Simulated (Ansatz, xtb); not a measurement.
# Relative energy of two isomers of C6H8

Structure a is `CC1=CC=CC1`, a singlet and structure b is `C1=CCCC=C1`, a singlet. Both are isolated molecules in the gas phase, relaxed with B3LYP-D3(BJ)/def2-SVP; the shapes shown needn't be the lowest conformers.

a (Å):

```xyz
14

C     2.5665    1.3441    0.5084
C     1.3103    0.5352    0.4923
C     0.1329    0.7947    1.1126
C    -0.8300   -0.2747    0.8204
C    -0.2481   -1.1954    0.0194
C     1.1663   -0.7656   -0.2631
H     3.4145    0.7680    0.9196
H     2.4495    2.2533    1.1168
H     2.8630    1.6533   -0.5097
H    -0.0762    1.6655    1.7374
H    -1.8532   -0.3056    1.1995
H    -0.7032   -2.1059   -0.3716
H     1.3522   -0.6298   -1.3458
H     1.9057   -1.5164    0.0756
```

b (Å):

```xyz
14

C     2.2898    0.4631   -0.4040
C     1.9294    1.2129    0.6544
C     0.5664    1.0401    1.2797
C     0.0536   -0.4006    1.1450
C     0.3123   -0.9636   -0.2315
C     1.3830   -0.5580   -0.9396
H     3.2544    0.6192   -0.8952
H     2.5895    1.9996    1.0317
H     0.5767    1.3436    2.3384
H    -0.1368    1.7326    0.7721
H    -1.0177   -0.4489    1.3961
H     0.5684   -1.0478    1.8852
H    -0.3439   -1.7511   -0.6137
H     1.6063   -0.9998   -1.9148
```

Quicker runs give these differences E(b) − E(a): GFN2-xTB +0.171 eV; HF/STO-3G +0.001 eV (at GFN2-xTB geometries); r2SCAN-D4/def2-SVP +0.065 eV (at GFN2-xTB geometries).

Question: Estimate E(b) − E(a) at the level CCSD(T)/def2-SVP + ΔMP2/def2-TZVPP.

Answer: Not settled: CCSD(T)/def2-SVP + ΔMP2/def2-TZVPP gives E(b) − E(a) = +0.046 eV, but this leans on the basis-set step: CCSD(T) alone gives +0.020 eV.

How the difference moves with the method:

```csv
level,geometry,E(b) − E(a) (eV),departure from the last row (eV),"job, with rough time for the two"
GFN2-xTB,GFN2-xTB,+0.171,+0.125,"optimisation, 0.13 s"
HF/STO-3G,GFN2-xTB,+0.001,−0.045,"single point, 0.3 s"
r2SCAN-D4/def2-SVP,GFN2-xTB,+0.065,+0.019,"single point, 2.1 s"
B3LYP-D3(BJ)/def2-SVP,B3LYP-D3(BJ)/def2-SVP,+0.009,−0.037,"optimisation, 21 s"
HF/def2-SVP,B3LYP-D3(BJ)/def2-SVP,−0.007,−0.053,part of the CCSD(T) run
MP2/def2-SVP,B3LYP-D3(BJ)/def2-SVP,+0.085,+0.040,part of the CCSD(T) run
CCSD(T)/def2-SVP,B3LYP-D3(BJ)/def2-SVP,+0.020,−0.026,single point
CCSD(T)/def2-SVP + ΔMP2/def2-TZVPP,B3LYP-D3(BJ)/def2-SVP,+0.046,,"single point, 29 s"
```

As drawn, both hold the same kinds of bond in the same numbers. Structure a has 1 methyl group, b 0. Structure a has a 5-membered ring, b a 6-membered ring.

HF/STO-3G, B3LYP-D3(BJ)/def2-SVP, HF/def2-SVP, CCSD(T)/def2-SVP find them nearly level. The largest departure from CCSD(T)/def2-SVP + ΔMP2/def2-TZVPP is that of GFN2-xTB, 0.125 eV. The last row adds to CCSD(T) the change of the MP2 difference between the two basis sets, here +0.026 eV.

With thermal terms from frequencies at re-optimised GFN2-xTB minima (ideal gas, soft modes damped towards free rotors, one conformer each, 298.15 K, 1 atm): on the last row, ΔE + ΔZPE = +0.087, ΔH = +0.071, ΔG = +0.124 eV.

The correlated steps freeze 6 core orbitals. Run with Ansatz 0.2.0, xtb 6.7.1; the last row on 2 threads of AMD EPYC 9R45 96-Core Processor (Zen 5) on a shared host.
